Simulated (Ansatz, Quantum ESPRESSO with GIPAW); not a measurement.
## Shieldings and field gradients in RbPO3

Aim: the magnetic shielding tensor of every site in RbPO3 and the field gradients at its nuclei.

Main program and level: Quantum ESPRESSO with GIPAW 8.0dev (patched build); DFT, PBEsol, plane-wave PAW (pslibrary 1.0.0 recipes), scalar-relativistic, GIPAW; a patched development version of the program.

## 1. The structure

Symmetry: Cmcm, No. 63, orthorhombic system. The conventional cell has a = 6.074 Å, b = 13.382 Å, c = 4.863 Å, α = 90.00°, β = 90.00°, γ = 90.00°. Nearest to Rb lie 6 O at 3.01 Å. P has 4 O at 1.50 to 1.60 Å nearest. O has 2 P at 1.60 Å nearest. Nearest to O lie 1 P at 1.50 Å and 3 Rb at 3.01 Å. Farther neighbours and most contacts between anions are not listed.

The cell is a computed entry of the Materials Project; it need not be the form that is stable at ambient conditions.

This structure had its atoms relaxed beforehand (DFT, PBEsol, plane-wave PAW (pslibrary 1.0.0 recipes), Quantum ESPRESSO with GIPAW), starting from the database entry, since shieldings follow bond lengths closely.

## 2. Self-consistent run

The shielding is a linear response of the occupied states, which this run provides. It is converged far beyond what an energy needs, since the response uses the wavefunctions themselves. No empty states are asked for: the response is solved without them. The mesh has a spacing of 0.38 Å⁻¹ at most. The PAW files were made with ld1.x from the pslibrary 1.0.0 recipes, with GIPAW reconstruction switched on.

Input file scf.in:

```
&control
  calculation = 'scf'
  prefix = 'x'
  outdir = './tmp/'
  pseudo_dir = './'
/
&system
  ibrav = 0
  nat = 10
  ntyp = 3
  ecutwfc = 55
  ecutrho = 330
  nbnd = 32
/
&electrons
  conv_thr = 1.0d-10
  mixing_beta = 0.7
  electron_maxstep = 100
/
ATOMIC_SPECIES
  Rb 85.468 Rb.pbesol-spn-kjpaw_psl.1.0.0-gipaw.UPF
  P 30.974 P.pbesol-n-kjpaw_psl.1.0.0-gipaw.UPF
  O 15.999 O.pbesol-n-kjpaw_psl.1.0.0-gipaw.UPF
CELL_PARAMETERS angstrom
  3.03688200 -6.69123400 0.00000000
  3.03688200 6.69123400 0.00000000
  0.00000000 0.00000000 4.86253100
ATOMIC_POSITIONS crystal
  Rb 0.66184171 0.33815829 0.75000000
  Rb 0.33815829 0.66184171 0.25000000
  P 0.92245676 0.07754324 0.75000000
  P 0.07754324 0.92245676 0.25000000
  O -0.00000000 -0.00000000 0.00000000
  O 0.00000000 0.00000000 0.50000000
  O 0.34767415 0.07773676 0.25000000
  O 0.92226324 0.65232585 0.25000000
  O 0.65232585 0.92226324 0.75000000
  O 0.07773676 0.34767415 0.75000000
K_POINTS automatic
  3 3 4 0 0 0
```

Run with:

```bash
$ mpirun -np 4 pw.x -nk 4 -in scf.in > scf.out
```

Log:

```text
using ibrav=0 with symmetry is DISCOURAGED, use correct ibrav instead

     bravais-lattice index     =            0
     lattice parameter (alat)  =      13.8860  a.u.
     unit-cell volume          =    1333.5924 (a.u.)^3
     number of atoms/cell      =           10
     number of atomic types    =            3
     number of electrons       =        64.00
     number of Kohn-Sham states=           32
     kinetic-energy cutoff     =      55.0000  Ry
     charge density cutoff     =     330.0000  Ry
     scf convergence threshold =      1.0E-10
     mixing beta               =       0.7000
     number of iterations used =            8  plain     mixing
     Exchange-correlation= SLA-PW-PSX-PSC
                           (   1   4  10   8   0   0   0)
[...]
Rb                9.00    85.46800     Rb( 1.00)
     P                 5.00    30.97400     P ( 1.00)
     O                 6.00    15.99900     O ( 1.00)

      8 Sym. Ops., with inversion, found ( 4 have fractional translation)
[...]
number of k points=    12
[...]
Dense  grid:   135033 G-vectors     FFT dimensions: (  81,  81,  54)

     Smooth grid:    73563 G-vectors     FFT dimensions: (  72,  72,  48)

     Check: negative core charge=   -0.000003

     Initial potential from superposition of free atoms

     starting charge      63.9555, renormalised to      64.0000
     Starting wfcs are   48 randomized atomic wfcs

     Self-consistent Calculation

     iteration #  1     ecut=    55.00 Ry     beta= 0.70
     Davidson diagonalization with overlap
     ethr =  1.00E-02,  avg # of iterations =  2.0

     total energy              =    -826.31929413 Ry
     estimated scf accuracy    <       3.29763107 Ry

     iteration #  2     ecut=    55.00 Ry     beta= 0.70
     Davidson diagonalization with overlap
     ethr =  5.15E-03,  avg # of iterations =  8.6

     total energy              =    -828.04670739 Ry
     estimated scf accuracy    <       3.93259322 Ry

     iteration #  3     ecut=    55.00 Ry     beta= 0.70
     Davidson diagonalization with overlap
     ethr =  5.15E-03,  avg # of iterations =  2.0

     total energy              =    -827.83004910 Ry
     estimated scf accuracy    <       1.11925348 Ry

[...]
total energy              =    -828.75229799 Ry
[...]
iteration # 37     ecut=    55.00 Ry     beta= 0.70
     Davidson diagonalization with overlap
     ethr =  1.32E-12,  avg # of iterations =  1.0

     total energy              =    -828.75229799 Ry
     estimated scf accuracy    <          2.6E-09 Ry

     iteration # 38     ecut=    55.00 Ry     beta= 0.70
     Davidson diagonalization with overlap
     ethr =  1.32E-12,  avg # of iterations =  5.7

     End of self-consistent calculation
     [one-electron energies left out]

!    total energy              =    -828.75229799 Ry
     total all-electron energy =    -14184.532075 Ry
     estimated scf accuracy    <          7.0E-11 Ry

     The total energy is the sum of the following terms:
     one-electron contribution =    -183.34855331 Ry
     hartree contribution      =     122.47835474 Ry
     xc contribution           =     -92.20699595 Ry
     ewald contribution        =    -182.14385339 Ry
     one-center paw contrib.   =    -493.53125008 Ry

     convergence has been achieved in  38 iterations
[...]
JOB DONE.
```

The job ended after 2.1 min (4 MPI ranks of Arm Neoverse V2, shared host; peak memory 1.1 GiB; 8.4 min of CPU time).

It converged in 38 cycles to an estimated accuracy of 7e-11 Ry, on 12 irreducible k-points.

## 3. GIPAW: job nmr

A uniform field breaks periodicity, so gipaw.x applies it as a wave of small q and takes the limit. It solves for the first-order states, builds the induced current and gets the field at each nucleus by Biot–Savart; the PAW spheres add what the smooth waves miss near the nuclei. pawproj makes the reconstruction use the PAW data sets' own projectors.

Input file nmr.in:

```
&inputgipaw
  job = 'nmr'
  prefix = 'x'
  tmp_dir = './tmp/'
  restart_mode = 'from_scratch'
  verbosity = 'low'
  q_gipaw = 0.01
  spline_ps = .true.
  conv_threshold = 1.0d-11
  use_nmr_macroscopic_shape = .false.
  pawproj(1) = .true.
  pawproj(2) = .true.
  pawproj(3) = .true.
/
```

Run with:

```bash
$ mpirun -np 4 gipaw.x -in nmr.in > nmr.out
```

Log:

```text
[banner, memory and clock lines left out]
[a note of our patched build left out]

     Parallelizing q-star over 1 images

     IMPORTANT: XC functional enforced from input :
     Exchange-correlation= PBESOL
                           (   1   4  10   8   0   0   0)
     Any further DFT definition will be discarded
     Please, verify this is what you really want

     Check: negative core charge=   -0.000003
[...]
projs nearly linearly dependent: l=0  n1,n2= 1, 2  s=  0.99580793
[...]
alpha_pv=     48.2842 eV

     spline_ps is .false., expect some extrapolation errors

     q-space interpolation up to    66.00 Rydberg

     GIPAW job: nmr
     NMR macroscopic correction: no
[...]
Computing the magnetic susceptibility     isolve=0    ethr=  0.1000E-10
     Starting from scratch
     k-point #    1 of    12      pool #  1    cpu time:       1.4
[...]
End of magnetic susceptibility calculation

     f-sum rule (1st term):
           -63.9000         -0.0000          0.0000
            -0.0000        -63.9096          0.0000
             0.0000          0.0000        -63.9233

     f-sum rule (2nd term):
            -1.2185          0.0000          0.0000
             0.0000         -1.2058          0.0000
             0.0000          0.0000         -1.2002

     f-sum rule (should be   -65.1125):
           -65.1185         -0.0000          0.0000
            -0.0000        -65.1154          0.0000
             0.0000          0.0000        -65.1235

[... susceptibilities left out ...]
     Contributions to the NMR chemical shifts: -------------------------------

     Macroscopic shape contribution in ppm:                    0.00
             0.0000          0.0000          0.0000
             0.0000          0.0000          0.0000
             0.0000          0.0000          0.0000

     Core contribution in ppm:

     Atom  1  Rb  pos: (  0.413285 -0.294747  0.496302)  core sigma:        3326.77
     Atom  2  Rb  pos: (  0.413285  0.294747  0.165434)  core sigma:        3326.77
     Atom  3  P   pos: (  0.413285 -0.769380  0.496302)  core sigma:         907.87
     Atom  4  P   pos: (  0.413285  0.769380  0.165434)  core sigma:         907.87
     Atom  5  O   pos: (  0.000000  0.000000  0.000000)  core sigma:         270.50
     Atom  6  O   pos: (  0.000000  0.000000  0.330868)  core sigma:         270.50
     Atom  7  O   pos: (  0.175816 -0.245805  0.165434)  core sigma:         270.50
     Atom  8  O   pos: (  0.650755 -0.245805  0.165434)  core sigma:         270.50
     Atom  9  O   pos: (  0.650755  0.245805  0.496302)  core sigma:         270.50
     Atom 10  O   pos: (  0.175816  0.245805  0.496302)  core sigma:         270.50

     Bare contribution in ppm:

     Atom  1  Rb  pos: (  0.413285 -0.294747  0.496302)  bare sigma:         113.46
[...]
Atom  2  Rb  pos: (  0.413285  0.294747  0.165434)  bare sigma:         113.46
[...]
Atom  3  P   pos: (  0.413285 -0.769380  0.496302)  bare sigma:         -36.72
[...]
Atom  4  P   pos: (  0.413285  0.769380  0.165434)  bare sigma:         -36.72
[...]
Atom  5  O   pos: (  0.000000  0.000000  0.000000)  bare sigma:          36.61
[...]
Atom  6  O   pos: (  0.000000  0.000000  0.330868)  bare sigma:          36.61
[...]
Atom  7  O   pos: (  0.175816 -0.245805  0.165434)  bare sigma:          36.71
[...]
Atom  8  O   pos: (  0.650755 -0.245805  0.165434)  bare sigma:          36.71
[...]
Atom  9  O   pos: (  0.650755  0.245805  0.496302)  bare sigma:          36.71
[...]
Atom 10  O   pos: (  0.175816  0.245805  0.496302)  bare sigma:          36.71
[...]
Diamagnetic contribution in ppm:

     Atom  1  Rb  pos: (  0.413285 -0.294747  0.496302)  dia sigma:         -15.98
[...]
Atom  2  Rb  pos: (  0.413285  0.294747  0.165434)  dia sigma:         -15.98
[...]
Atom  3  P   pos: (  0.413285 -0.769380  0.496302)  dia sigma:          -2.02
[...]
Atom  4  P   pos: (  0.413285  0.769380  0.165434)  dia sigma:          -2.02
[...]
Atom  5  O   pos: (  0.000000  0.000000  0.000000)  dia sigma:          18.76
[...]
Atom  6  O   pos: (  0.000000  0.000000  0.330868)  dia sigma:          18.76
[...]
Atom  7  O   pos: (  0.175816 -0.245805  0.165434)  dia sigma:          17.45
[...]
Atom  8  O   pos: (  0.650755 -0.245805  0.165434)  dia sigma:          17.45
[...]
Atom  9  O   pos: (  0.650755  0.245805  0.496302)  dia sigma:          17.45
[...]
Atom 10  O   pos: (  0.175816  0.245805  0.496302)  dia sigma:          17.45
[...]
Paramagnetic contribution in ppm:

     Atom  1  Rb  pos: (  0.413285 -0.294747  0.496302)  para sigma:        -959.35
[...]
Atom  2  Rb  pos: (  0.413285  0.294747  0.165434)  para sigma:        -959.35
[...]
Atom  3  P   pos: (  0.413285 -0.769380  0.496302)  para sigma:        -567.79
[...]
Atom  4  P   pos: (  0.413285  0.769380  0.165434)  para sigma:        -567.79
[...]
Atom  5  O   pos: (  0.000000  0.000000  0.000000)  para sigma:          19.63
[...]
Atom  6  O   pos: (  0.000000  0.000000  0.330868)  para sigma:          19.63
[...]
Atom  7  O   pos: (  0.175816 -0.245805  0.165434)  para sigma:          16.92
[...]
Atom  8  O   pos: (  0.650755 -0.245805  0.165434)  para sigma:          16.92
[...]
Atom  9  O   pos: (  0.650755  0.245805  0.496302)  para sigma:          16.92
[...]
Atom 10  O   pos: (  0.175816  0.245805  0.496302)  para sigma:          16.92
[...]
Paramagnetic US occ-occ contribution in ppm:

     Atom  1  Rb  pos: (  0.413285 -0.294747  0.496302)  para_oo sigma:          -0.94
[...]
Atom  2  Rb  pos: (  0.413285  0.294747  0.165434)  para_oo sigma:          -0.94
[...]
Atom  3  P   pos: (  0.413285 -0.769380  0.496302)  para_oo sigma:          -4.88
[...]
Atom  4  P   pos: (  0.413285  0.769380  0.165434)  para_oo sigma:          -4.88
[...]
Atom  5  O   pos: (  0.000000  0.000000  0.000000)  para_oo sigma:          -3.60
[...]
Atom  6  O   pos: (  0.000000  0.000000  0.330868)  para_oo sigma:          -3.60
[...]
Atom  7  O   pos: (  0.175816 -0.245805  0.165434)  para_oo sigma:          -4.28
[...]
Atom  8  O   pos: (  0.650755 -0.245805  0.165434)  para_oo sigma:          -4.28
[...]
Atom  9  O   pos: (  0.650755  0.245805  0.496302)  para_oo sigma:          -4.28
[...]
Atom 10  O   pos: (  0.175816  0.245805  0.496302)  para_oo sigma:          -4.28
[...]
Paramagnetic US L_R Q_R contribution in ppm:

     Atom  1  Rb  pos: (  0.413285 -0.294747  0.496302)  para_lq sigma:         726.77
[...]
Atom  2  Rb  pos: (  0.413285  0.294747  0.165434)  para_lq sigma:         726.77
[...]
Atom  3  P   pos: (  0.413285 -0.769380  0.496302)  para_lq sigma:          26.05
[...]
Atom  4  P   pos: (  0.413285  0.769380  0.165434)  para_lq sigma:          26.05
[...]
Atom  5  O   pos: (  0.000000  0.000000  0.000000)  para_lq sigma:        -207.03
[...]
Atom  6  O   pos: (  0.000000  0.000000  0.330868)  para_lq sigma:        -207.03
[...]
Atom  7  O   pos: (  0.175816 -0.245805  0.165434)  para_lq sigma:        -209.37
[...]
Atom  8  O   pos: (  0.650755 -0.245805  0.165434)  para_lq sigma:        -209.37
[...]
Atom  9  O   pos: (  0.650755  0.245805  0.496302)  para_lq sigma:        -209.37
[...]
Atom 10  O   pos: (  0.175816  0.245805  0.496302)  para_lq sigma:        -209.37
[...]
Total NMR chemical shifts in ppm: ---------------------------------------
     (adopting the Simpson convention for anisotropy and asymmetry)-----------

     Atom  1  Rb  pos: (  0.413285 -0.294747  0.496302)  Total sigma:        3190.73
          3168.8220          0.0000          0.0000
             0.0000       3175.5746          0.0000
             0.0000          0.0000       3227.7939

     Rb      1    anisotropy:     55.60    eta:    0.1822
[...]
Atom  2  Rb  pos: (  0.413285  0.294747  0.165434)  Total sigma:        3190.73
[... its tensor is left out ...]
     Atom  3  P   pos: (  0.413285 -0.769380  0.496302)  Total sigma:         322.51
           506.6828          0.0000         -0.0000
            -0.0000        257.1884         -0.0000
            -0.0000         -0.0000        203.6526

     P       3    anisotropy:    276.26    eta:    0.2907
[...]
Atom  4  P   pos: (  0.413285  0.769380  0.165434)  Total sigma:         322.51
[... its tensor is left out ...]
     Atom  5  O   pos: (  0.000000  0.000000  0.000000)  Total sigma:         134.87
            80.8763          0.0000         -0.0000
             0.0000        154.4145        -60.5392
             0.0000        -66.7102        169.3226

     O       5    anisotropy:    136.59    eta:    0.1860
[...]
Atom  6  O   pos: (  0.000000  0.000000  0.330868)  Total sigma:         134.87
[... its tensor is left out ...]
     Atom  7  O   pos: (  0.175816 -0.245805  0.165434)  Total sigma:         127.92
           167.0079        -35.8493         -0.0000
           -28.0418        104.5443          0.0000
            -0.0000          0.0000        112.2122

     O       7    anisotropy:     78.80    eta:    0.4019
[...]
Atom  8  O   pos: (  0.650755 -0.245805  0.165434)  Total sigma:         127.92
[... its tensor is left out ...]
     Atom  9  O   pos: (  0.650755  0.245805  0.496302)  Total sigma:         127.92
[... its tensor is left out ...]
     Atom 10  O   pos: (  0.175816  0.245805  0.496302)  Total sigma:         127.92
[... its tensor is left out ...]
```

Run time: 11 min. Hardware: 4 MPI ranks; peak memory 0.63 GiB.

The f-sum rule is met to 0.011 of 65.1 (0.02 %). Converged shieldings require that this miss be small, but a small miss does not prove them.

From the symmetric part of each tensor, with principal values σ11 ≤ σ22 ≤ σ33: σ_iso is their mean, the span is σ33 − σ11 and the skew 3(σ_iso − σ22)/span. (gipaw.x prints an anisotropy in another convention.)

```tsv
site	atom no.	atoms in cell	σ_iso (ppm)	span (ppm)	skew
Rb	1	2	3191	59	0.77
P	3	2	322.5	303.0	0.65
O(1)	5	2	134.9	145.1	0.77
O(2)	7	4	127.9	89.4	0.53
```

The macroscopic shape term is switched off. For a spherical sample the valence susceptibility of this run would add about 7 ppm to every site, a rough estimate, since the susceptibility converges slowly and lacks part of the PAW terms. Differences within the crystal don't depend on it, but shieldings of different compounds can't be compared to better than a few ppm without it.

In this run the largest span is that of P (site symmetry m2m), with principal values 203.7, 257.2 and 506.7 ppm. On O(2) the most shielded direction lies 8° off its short bond to P: a field along the bond can't mix the bonding orbital with those across it, so the paramagnetic term is smallest there.

## 4. Quadrupolar couplings

17O and 87Rb have a quadrupole moment, which couples to the field gradient and broadens the lines. The gradient is a property of the ground-state density and needs no response; it is taken from a second code that counts the whole PAW charge. C_Q = eQV_zz/h, with Q = -0.02558 barn for 17O, 0.1335 barn for 87Rb.

This step: DFT, PBEsol, plane-wave PAW, default files (PAW set soft_2), scalar-relativistic, field gradients (Ansatz 0.2.0), on the same atoms.

Input file input.yaml:

```yaml
crystal:
  lattice:
    - [3.036882, -6.691234, 0.0]
    - [3.036882, 6.691234, 0.0]
    - [0.0, 0.0, 4.862531]
  atoms:
    - { symbol: Rb, position: [0.6618417066, 0.3381582934, 0.75] }
    - { symbol: Rb, position: [0.3381582934, 0.6618417066, 0.25] }
    - { symbol: P, position: [0.9224567605, 0.0775432395, 0.75] }
    - { symbol: P, position: [0.0775432395, 0.9224567605, 0.25] }
    - { symbol: O, position: [0.0, 0.0, 0.0] }
    - { symbol: O, position: [0.0, 0.0, 0.5] }
    - { symbol: O, position: [0.3476741537, 0.0777367605, 0.25] }
    - { symbol: O, position: [0.9222632395, 0.6523258463, 0.25] }
    - { symbol: O, position: [0.6523258463, 0.9222632395, 0.75] }
    - { symbol: O, position: [0.0777367605, 0.3476741537, 0.75] }
kpoints:
  mp_grid: { grid: [3, 3, 4] }
scf:
  occupations: { method: fixed }
hamiltonian:
  xc: pbesol
  pseudopotentials: { kind: paw, frozen_core: stored }
output:
  forces: false
  stress: false
  efg: { quadrupole_moments_barn: { Rb: 0.1335, O: -0.02558 } }
```

Run with:

```bash
$ ansatz run input.yaml --threads 4 --pin off --max-ram 8192MiB --backend cpu --events-out ev --progress --plain --runs-dir out
```

Log:

```text
[... set-up, SCF cycles and energies left out ...]
--- PAW observables at the nuclei: V_zz in 10²¹ V/m², potentials from the cell's mean, atoms counted from 1 ---
  atom   1  Rb V_zz =    -3.230004   η = 0.4670   by run symmetry: allowed   C_q = -10.4265 MHz
  atom   2  Rb V_zz =    -3.230004   η = 0.4670   by run symmetry: allowed   C_q = -10.4265 MHz
  atom   3  P  V_zz =    -8.434556   η = 0.5472   by run symmetry: allowed
  atom   4  P  V_zz =    -8.434556   η = 0.5472   by run symmetry: allowed
  atom   5  O  V_zz =   +16.090682   η = 0.0481   by run symmetry: allowed   C_q = -9.9524 MHz
  atom   6  O  V_zz =   +16.090682   η = 0.0481   by run symmetry: allowed   C_q = -9.9524 MHz
  atom   7  O  V_zz =    +8.160961   η = 0.1808   by run symmetry: allowed   C_q = -5.0477 MHz
  atom   8  O  V_zz =    +8.160961   η = 0.1808   by run symmetry: allowed   C_q = -5.0477 MHz
  atom   9  O  V_zz =    +8.160961   η = 0.1808   by run symmetry: allowed   C_q = -5.0477 MHz
  atom  10  O  V_zz =    +8.160961   η = 0.1808   by run symmetry: allowed   C_q = -5.0477 MHz
[the lines on potentials at the nuclei are left out]
```

Run time: 1.5 s. Hardware: 4 threads; peak memory 0.52 GiB; 4.1 s of CPU time.

Among nuclei of half-integer spin the second-order effect is largest for 17O on O(1) (spin 5/2, C_Q -9.95 MHz): at 9.4 T it moves the centre of gravity of the MAS line by -202 ppm from δ_iso, and by a quarter of that at twice the field, by δ_Q = −(3/40)(C_Q/ν0)²(1 + η²/3)[I(I+1) − 3/4]/[I²(2I−1)²] × 10⁶ ppm with ν0 = 54.3 MHz.

(Continued in part 2 of 2.)

[Banner, clock, file and message-heading lines were taken out of the pw.x and gipaw.x logs.]

[Logs are printed without paths, hosts, clocks, repeated set-up lines and the standing remarks that a program may print on its own settings, such as how far it seeks lower states.]

[Hosts, paths, dates, database ids (printed as entryN), source tags and the programs' standing remarks are cut or masked in the printed files.]

[Where no reference line passes its bar on scatter, no shift is given, so a measured shift of this compound may stand uncompared.]
